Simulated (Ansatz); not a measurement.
Bulk crystal (ScAl3) after relaxation:

```yaml
crystal:
  lattice:
    - [4.08554, 0.00000, 0.00000]
    - [0.00000, 4.08554, 0.00000]
    - [0.00000, 0.00000, 4.08554]
  atoms:
    - { symbol: Sc, position: [0.00000, 0.00000, 0.00000] }
    - { symbol: Al, position: [0.50000, 0.00000, 0.50000] }
    - { symbol: Al, position: [0.00000, 0.50000, 0.50000] }
    - { symbol: Al, position: [0.50000, 0.50000, 0.00000] }
```

Miller indices refer to the conventional cell of Pm-3m (No. 221), a = 4.086 Å, b = 4.086 Å, c = 4.086 Å, α = 90.00°, β = 90.00°, γ = 90.00°.

The (100) slab of 7 planes, 12.3 Å thick with 15 Å of vacuum as cut; outer planes Al (top) and Al (bottom).

These are results of DFT r2SCAN, scalar-relativistic, plane waves, PAW (Ansatz 0.2.0), not measurements. Cutoff 500 eV; k points 9×9×1 on the computed 14-atom cell (Γ-centred); Gaussian smearing, width 0.10 eV; no spin polarisation. A dipole correction removes the field between periodic images along c.

The slab isn't stoichiometric (Sc3Al11), so its surface energy depends on the chemical potentials and isn't given.

Results for the relaxed slab:

| Quantity | Value |
| --- | --- |
| Work function | 4.37 eV |

Relaxation lowers the energy by 0.012 J/m² a face; the largest move is 0.062 Å.

| plane (bottom to top) | atoms | spacing to next, bulk (Å) | relaxed (Å) | change (%) | rumpling (Å) |
| --- | --- | --- | --- | --- | --- |
| 1 | Al2 | 2.043 | 2.072 | +1.4 | 0.000 |
| 2 | ScAl | 2.043 | 2.058 | +0.8 | 0.052 |
| 3 | Al2 | 2.043 | 2.060 | +0.9 | 0.000 |
| 4 | ScAl | 2.043 | 2.060 | +0.9 | 0.000 |
| 5 | Al2 | 2.043 | 2.058 | +0.8 | 0.000 |
| 6 | ScAl | 2.043 | 2.072 | +1.4 | 0.052 |
| 7 | Al2 |  |  |  | 0.000 |